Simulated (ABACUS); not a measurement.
# InP (F-43m) in ABACUS: notebook

One crystal, InP, is run at these levels: rPW86PBE; tasks: single point, relaxation of cell and atoms.

Everything below comes from runs of ABACUS 3.10.1. Logs are shortened: lines on timing, memory, paths and dates and some standing lists are left out, and cuts for length are marked.

**The experiment to reproduce.**

From a printed reference work, data compilation, for a bulk crystal of InP at 1.6 K: band gap 1.4236 eV (direct).

The results are compared with them further down.

**1. Starting point**

The structure is cubic, space group F-43m (No. 216). The conventional cell has a = 5.861 Å, b = 5.861 Å, c = 5.861 Å, α = 90.00°, β = 90.00°, γ = 90.00°. Around In (site symmetry -43m) lie 4 P at 2.54 Å. P (site symmetry -43m) has 4 In at 2.54 Å as nearest neighbours.

**2. Single point, rPW86PBE**

Contents of run_abacus.py:

```python
"""ABACUS run from a structure file: ASE reads it, the script writes STRU, KPT and INPUT."""
import re
import subprocess
from ase.io import read
from ase.units import Bohr

atoms = read("InP.cif")
atoms = atoms[(-atoms.numbers).argsort(kind="stable")]  # ABACUS lists atoms element by element
pseudo = {'In': 'in_pbe_v1.4.uspp.F.UPF', 'P': 'p_pbe_v1.5.uspp.F.UPF'}
orbital = {}
magmoms = None
kmesh = [6, 6, 6]
params = {
    'suffix': 'InP',
    'calculation': 'scf',
    'basis_type': 'pw',
    'pseudo_dir': './',
    'symmetry': 1,
    'dft_functional': 'GGA_X_RPW86+GGA_C_PBE',
    'ecutwfc': 40,
    'pseudo_rcut': 10,
    'nspin': 1,
    'nbands': 19,
    'ks_solver': 'dav',
    'smearing_method': 'fd',
    'smearing_sigma': 0.00367493,
    'scf_thr': 1e-08,
    'scf_nmax': 100,
    'mixing_type': 'broyden',
    'mixing_beta': 0.7,
    'cal_force': 1,
    'cal_stress': 1,
    'ecutrho': 320,
    'out_chg': 1,
    'kpar': 4,
}

symbols = atoms.get_chemical_symbols()
elements = list(dict.fromkeys(symbols))
lines = ["ATOMIC_SPECIES"] + [f"{e} {atoms.get_masses()[symbols.index(e)]:.4f} {pseudo[e]}" for e in elements]
if orbital:
    lines += ["", "NUMERICAL_ORBITAL"] + [orbital[e] for e in elements]
lines += ["", "LATTICE_CONSTANT", f"{1 / Bohr:.10f}", "", "LATTICE_VECTORS"]
lines += [" ".join(f"{x:.10f}" for x in v) for v in atoms.cell]
lines += ["", "ATOMIC_POSITIONS", "Direct"]
for e in elements:
    lines += ["", e, "0.0", str(symbols.count(e))]
    for i, p in enumerate(atoms.get_scaled_positions(wrap=False)):
        if symbols[i] == e:
            mag = "" if magmoms is None else " mag " + " ".join(str(x) for x in (magmoms[i] if isinstance(magmoms[i], list) else [magmoms[i]]))
            lines.append(" ".join(f"{x:.10f}" for x in p) + " 1 1 1" + mag)
open("STRU", "w").write("\n".join(lines) + "\n")
open("KPT", "w").write("K_POINTS\n0\nGamma\n%d %d %d 0 0 0\n" % tuple(kmesh))
open("INPUT", "w").write("INPUT_PARAMETERS\n" + "".join(f"{k:<20s}{v}\n" for k, v in params.items()))

done = subprocess.run(['mpirun', '-np', '4', 'abacus'])
if done.returncode:
    raise SystemExit(done.returncode)
log = open("OUT.InP/running_scf.log").read()
print("final energy (eV):", re.findall(r"FINAL_ETOT_IS (\S+)", log))
```

Contents of InP.cif:

```cif
data_InP
_cell_length_a 4.14435284
_cell_length_b 4.14435284
_cell_length_c 4.14435284
_cell_angle_alpha 60.00000000
_cell_angle_beta 60.00000000
_cell_angle_gamma 60.00000000
_space_group_name_H-M_alt 'P1'
_space_group_name_Hall 'P 1'
_space_group_IT_number 1
loop_
_space_group_symop_operation_xyz
'x,y,z'
loop_
_atom_site_label
_atom_site_type_symbol
_atom_site_symmetry_multiplicity
_atom_site_Wyckoff_symbol
_atom_site_fract_x
_atom_site_fract_y
_atom_site_fract_z
_atom_site_occupancy
In1 In 1 a 0.0000000000 0.0000000000 0.0000000000 1
P1 P 1 a 0.7500000000 0.7500000000 0.7500000000 1
```

Potentials or basis: GBRV ultrasoft 1.5 PBE, plane waves.

On the command line:

```bash
$ OMP_NUM_THREADS=1 python run_abacus.py > log
```

running log:

```text
ABACUS v3.10.1

               Atomic-orbital Based Ab-initio Computation at UStc

 ------------------------------------------------------------------------------------

 READING GENERAL INFORMATION
                           global_out_dir = OUT.InP/
                           global_in_card = INPUT
                               pseudo_dir = ./
[... 8 lines left out ...]

 READING ATOM TYPE 1
                               atom label = In
                      L=0, number of zeta = 1
                      L=1, number of zeta = 1
                      L=2, number of zeta = 1
             number of atom for this type = 1

 READING ATOM TYPE 2
                               atom label = P
                      L=0, number of zeta = 1
                      L=1, number of zeta = 1
                      L=2, number of zeta = 1
             number of atom for this type = 1

                        TOTAL ATOM NUMBER = 2
DIRECT COORDINATES
    atom                   x                   y                   z     mag                  vx                  vy                  vz
taud_In1            0.0000000000        0.0000000000        0.0000000000  0.0000        0.0000000000        0.0000000000        0.0000000000
taud_P1            0.7500000000        0.7500000000        0.7500000000  0.0000        0.0000000000        0.0000000000        0.0000000000

                          Volume (Bohr^3) = 339.666
                             Volume (A^3) = 50.3332

 Lattice vectors: (Cartesian coordinate: in unit of a_0)
             +4.14435                  +0                  +0
             +2.07218            +3.58911                  +0
             +2.07218            +1.19637            +3.38385
 Reciprocal vectors: (Cartesian coordinate: in unit of 2 pi/a_0)
            +0.241292            -0.13931          -0.0985071
                   -0            +0.27862          -0.0985071
                   +0                  -0           +0.295521
 The esolver type has been set to : ksdft_pw

                PAO radial cut off (Bohr) = 10

 Read in pseudopotential file is in_pbe_v1.4.uspp.F.UPF
                     pseudopotential type = US
          exchange-correlation functional = PBE
                 nonlocal core correction = 1
                        valence electrons = 13
                                     lmax = 2
                           number of zeta = 3
                     number of projectors = 6
                           L of projector = 0
                           L of projector = 0
                           L of projector = 1
                           L of projector = 1
                           L of projector = 2
                           L of projector = 2
 XC functional updated to : GGA_X_RPW86+GGA_C_PBE
          exchange-correlation functional = GGA_X_RPW86+GGA_C_PBE
                PAO radial cut off (Bohr) = 10

 Read in pseudopotential file is p_pbe_v1.5.uspp.F.UPF
                     pseudopotential type = US
          exchange-correlation functional = PBE
                 nonlocal core correction = 1
                        valence electrons = 5
                                     lmax = 2
                           number of zeta = 2
                     number of projectors = 6
                           L of projector = 0
                           L of projector = 0
                           L of projector = 1
                           L of projector = 1
                           L of projector = 2
                           L of projector = 2
 XC functional updated to : GGA_X_RPW86+GGA_C_PBE
          exchange-correlation functional = GGA_X_RPW86+GGA_C_PBE
     initial pseudo atomic orbital number = 13

 SETUP THE ELECTRONS NUMBER
            electron number of element In = 13
      total electron number of element In = 13
             electron number of element P = 5
       total electron number of element P = 5
            AUTOSET number of electrons:  = 18
                           occupied bands = 9
                                   NBANDS = 19
                                   NLOCAL = 18

%%%%%%%%%%%%%%%%%%%%%%%%%%%%%%%%%%%%%%%%%%%%%%%%%%%%%%%%%%%%%%%%%%%%%%%%%%%%%%%%%%%%%%%%%%%%%%%%%%%%%%%%%%
 Warning: the number of valence electrons in pseudopotential > 3 for In: [Kr] 4d10 5s2 5p1
 Pseudopotentials with additional electrons can yield (more) accurate outcomes, but may be less efficient.
 If you're confident that your chosen pseudopotential is appropriate, you can safely ignore this warning.
%%%%%%%%%%%%%%%%%%%%%%%%%%%%%%%%%%%%%%%%%%%%%%%%%%%%%%%%%%%%%%%%%%%%%%%%%%%%%%%%%%%%%%%%%%%%%%%%%%%%%%%%%%

 SETUP THE PLANE WAVE BASIS
 energy cutoff for charge/potential (unit:Ry) = 160
            fft grid for charge/potential = [ 32, 32, 32 ]
                        fft grid division = [ 1, 1, 1 ]
        big fft grid for charge/potential = [ 45, 45, 45 ]
                                     nbxx = 91125
                                     nrxx = 32768

 SETUP PLANE WAVES FOR CHARGE/POTENTIAL
                    number of plane waves = 11575
                         number of sticks = 673

 PARALLEL PW FOR CHARGE/POTENTIAL
     PROC   COLUMNS(POT)             PW
[... 71 lines left out ...]
                                       S3 = 0
                                       S4 = 6
                                       S6 = 0
               POINT GROUP IN SPACE GROUP = T_d

 SETUP K-POINTS
                                    nspin = 1
                   Input type of k points = Monkhorst-Pack(Gamma)
                                   nkstot = 216
                       right hand lattice = 1
(for reciprocal lattice: )
                             BRAVAIS TYPE = 2
                     BRAVAIS LATTICE NAME = 02. Cubic I (body-centered)
                                    ibrav = 2
                       right hand lattice = 1
(for k-lattice: )
                             BRAVAIS TYPE = 2
                     BRAVAIS LATTICE NAME = 02. Cubic I (body-centered)
                                    ibrav = 2
                       right hand lattice = 1
                        ROTATION MATRICES = 48
                               nkstot_ibz = 16
K-POINTS REDUCTION ACCORDING TO SYMMETRY
     IBZ    DIRECT_X    DIRECT_Y    DIRECT_Z  WEIGHT  ibz2bz
       1  0.00000000  0.00000000  0.00000000  0.0046       0
       2  0.16666667  0.16666667  0.16666667  0.0370       1
       3  0.33333333  0.33333333  0.33333333  0.0370       2
       4  0.50000000  0.50000000  0.50000000  0.0185       3
       5  0.16666667  0.16666667  0.00000000  0.0278       7
       6  0.33333333  0.33333333  0.16666667  0.1111       8
[... 8 lines left out ...]
      15  0.50000000  0.33333333 -0.33333333  0.1111      52
      16  0.50000000  0.33333333 -0.16666667  0.0556      58

                               nkstot now = 16
[... K-POINTS DIRECT COORDINATES: 16 rows ...]

           k-point number in this process = 4
       minimum distributed K point number = 4
[... stars of the k points ...]

[... K-POINTS CARTESIAN COORDINATES: 4 rows ...]

[... K-POINTS DIRECT COORDINATES: 4 rows ...]

 SETUP PLANE WAVES FOR WAVE FUNCTIONS
     energy cutoff for wavefunc (unit:Ry) = 40
              fft grid for wave functions = [ 32, 32, 32 ]
                    number of plane waves = 1837
                         number of sticks = 199

 PARALLEL PW FOR WAVE FUNCTIONS
     PROC   COLUMNS(POT)             PW
        1            199           1837
 --------------- sum -------------------
        1            199           1837

 SETUP NONLOCAL PSEUDOPOTENTIALS IN PLANE WAVE BASIS
 In non-local projectors:
 projector 1 L=0
 projector 2 L=0
 projector 3 L=1
 projector 4 L=1
 projector 5 L=2
 projector 6 L=2
 P non-local projectors:
 projector 1 L=0
 projector 2 L=0
 projector 3 L=1
 projector 4 L=1
 projector 5 L=2
 projector 6 L=2
      TOTAL NUMBER OF NONLOCAL PROJECTORS = 36

 Init Non-Local PseudoPotential table :
 Init Non-Local-Pseudopotential done.

                                     npwx = 1459

 Make real space PAO into reciprocal space.
       max mesh points in Pseudopotential = 769
     dq(describe PAO in reciprocal space) = 0.01
                                    max q = 763

 number of pseudo atomic orbitals for In is 3
WARNING: norm of atomic wavefunction # 3 of atomic type In is 0.999987, renormalized

 number of pseudo atomic orbitals for P is 2
WARNING: norm of atomic wavefunction # 2 of atomic type P is 0.999973, renormalized

 -------------------------------------------
 SELF-CONSISTENT
 -------------------------------------------
                                 init_chg = atomic

 PW ALGORITHM --------------- ION=   1  ELEC=   1--------------------------------

 Density error is 2.63501144802
                          Error Threshold = 0.01
----------------------------------------------------------
     Energy           Rydberg                 eV
----------------------------------------------------------
 E_KohnSham     -148.2031159571      -2016.4068383708
 E_Harris       -165.2562844597      -2248.4270989609
 E_Fermi        0.5885157717         8.0071678585
----------------------------------------------------------
[... 63 lines left out ...]
 Density error is 4.07214003768e-09
                          Error Threshold = 3.42212144643e-09
----------------------------------------------------------
     Energy           Rydberg                 eV
----------------------------------------------------------
 E_KohnSham     -149.3880169803      -2032.5282438533
 E_KS(sigma->0) -149.3880163085      -2032.5282347129
 E_Harris       -149.3875951003      -2032.5225038807
 E_band         -3.7948514619        -51.6316029453
 E_one_elec     -55.7283064326       -758.2225073732
 E_Hartree      40.1997202905        546.9452539567
 E_xc           -44.1390252558       -600.5422476449
 E_Ewald        -89.7204042388       -1220.7087245111
 E_entropy(-TS) -0.0000013436        -0.0000182810
 E_descf        0.0000000000         0.0000000000
 E_exx          0.0000000000         0.0000000000
 E_Fermi        0.5444826949         7.4080671129
----------------------------------------------------------

 charge density convergence is achieved
 final etot is -2032.5282439 eV
 EFERMI = 7.4080671129 eV

 STATE ENERGY(eV) AND OCCUPATIONS    NSPIN == 1
 1/4 kpoint (Cartesian) = 0.0000 0.0000 0.0000 (1459 pws)
       1       -7.18972     0.00925926
       2       -7.18972     0.00925926
       3       -7.18972     0.00925926
       4       -7.04200     0.00925926
       5       -7.04200     0.00925926
       6       -4.46654     0.00925926
[... 74 lines left out ...]
      18        19.7709        0.00000
      19        19.7709        0.00000

------------------------------------------------------------------------------------------
 TOTAL-FORCE (eV/Angstrom)
------------------------------------------------------------------------------------------
                       In1         0.0000000000         0.0000000000         0.0000000000
                        P1         0.0000000000         0.0000000000         0.0000000000
------------------------------------------------------------------------------------------

----------------------------------------------------------------
 TOTAL-STRESS (KBAR)
----------------------------------------------------------------
        52.6741226760         0.0000000000        -0.0000000000
         0.0000000000        52.6741226756        -0.0000000000
        -0.0000000000        -0.0000000000        52.6741226765
----------------------------------------------------------------
 TOTAL-PRESSURE: 52.674123 KBAR

 --------------------------------------------
 !FINAL_ETOT_IS -2032.5282438533399727 eV
 --------------------------------------------
```

Wall time 20 s (4 MPI ranks of AMD EPYC 7R43 (Zen 3), shared host); peak memory 0.72 GiB.

Results:

| Quantity | Value |
| --- | --- |
| Free energy | -2032.5282 eV |
| Pressure | 5.3 GPa |
| Band gap on the k mesh | 0.65 eV, direct |

Levels at points of the mesh, in eV from the valence-band top:
| k point | band 7 | band 8 | band 9 | band 10 | band 11 | band 12 |
| --- | --- | --- | --- | --- | --- | --- |
| (0.00, 0.00, 0.00) | 0.00 | 0.00 | 0.00 | 0.65 | 4.09 | 4.09 |
| (0.50, 0.50, 0.50) | -5.73 | -0.97 | -0.97 | 1.48 | 4.84 | 4.84 |
| (0.50, 0.50, 0.00) | -5.76 | -2.32 | -2.32 | 1.80 | 2.29 | 9.15 |

Caveat: the potentials were made for another functional, which shifts forces and pressure; spin-orbit coupling is left out, which moves the levels of the heavy elements.

**3. Relaxation of cell and atoms, rPW86PBE**

Contents of INPUT:

```
INPUT_PARAMETERS
suffix              InP
calculation         cell-relax
basis_type          pw
pseudo_dir          ./
latname             fcc
symmetry            1
dft_functional      GGA_X_RPW86+GGA_C_PBE
ecutwfc             40
pseudo_rcut         10
nspin               1
nbands              13
ks_solver           dav
smearing_method     fd
smearing_sigma      0.00367493
scf_thr             1e-08
scf_nmax            100
mixing_type         broyden
mixing_beta         0.7
cal_force           1
cal_stress          1
ecutrho             320
relax_nmax          60
force_thr_ev        0.02
relax_method        cg
out_stru            1
stress_thr          0.5
kpar                4
```

Contents of STRU:

```
ATOMIC_SPECIES
In 114.8180 in_pbe_v1.4.uspp.F.UPF
P 30.9738 p_pbe_v1.5.uspp.F.UPF

LATTICE_CONSTANT
11.0756848164

ATOMIC_POSITIONS
Direct

In
0.0
1
0.0000000000 0.0000000000 0.0000000000 1 1 1

P
0.0
1
0.2500000000 0.2500000000 0.2500000000 1 1 1
```

Contents of KPT:

```
K_POINTS
0
Gamma
6 6 6 0 0 0
```

Potentials or basis: GBRV ultrasoft 1.5 PBE, plane waves.

On the command line:

```bash
$ OMP_NUM_THREADS=1 mpirun -np 4 abacus > log
```

Run time: 53 s. Hardware: 4 MPI ranks of AMD EPYC 7R43 (Zen 3), shared host; peak memory 0.72 GiB.

It converged, with:

```
Free energy                            : -2032.5939 eV
Relaxed volume                         : 27.35 Å³/atom
Relaxed cell                           : a = 4.261 Å, b = 4.261 Å, c = 4.261 Å, α = 60.00°, β = 60.00°, γ = 60.00°
Space group after relaxing (to 0.05 Å) : F-43m (No. 216)
Energy gained by relaxing              : 32.8 meV/atom
Ionic steps                            : 3
Pressure after relaxing                : 0.0 GPa
Band gap on the k mesh                 : 0.18 eV, direct
```

The path:
| step | energy change (eV) | largest force (eV/Å) | pressure (GPa) | volume (Å³) |
| --- | --- | --- | --- | --- |
| 1 | 0.0000 | 0.0000 | 5.27 | 50.33 |
| 2 | -0.0539 | 0.0000 | -1.71 | 56.85 |
| 3 | -0.0657 | 0.0000 | 0.01 | 54.70 |

Final structure:
```
In P
1.0
    -3.01297    0.00000    3.01297
     0.00000    3.01297    3.01297
    -3.01297    3.01297    0.00000
In P
1 1
Direct
  0.00000 0.00000 0.00000
  0.25000 0.25000 0.25000
```

Levels at points of the mesh, in eV from the valence-band top:
```
           k point  band 6  band 7  band 8  band 9  band 10  band 11
(0.00, 0.00, 0.00)  -10.99    0.00    0.00    0.00     0.18     4.07
(0.50, 0.50, 0.50)   -9.53   -5.33   -0.86   -0.86     1.26     4.80
(0.50, 0.50, 0.00)   -8.97   -5.43   -2.05   -2.05     1.90     2.25
```

Caveat: the potentials were made for another functional, which shifts forces and pressure; spin-orbit coupling is left out, which moves the levels of the heavy elements.

**4. How close it comes**

Step 2. Measured gap of InP: 1.4236 eV (direct; 1.6 K; a printed reference work, data compilation). This calculation gives 0.65 eV (-0.77 eV). Spin-orbit coupling on In is left out. The value is that of rPW86PBE, without temperature or zero-point motion.
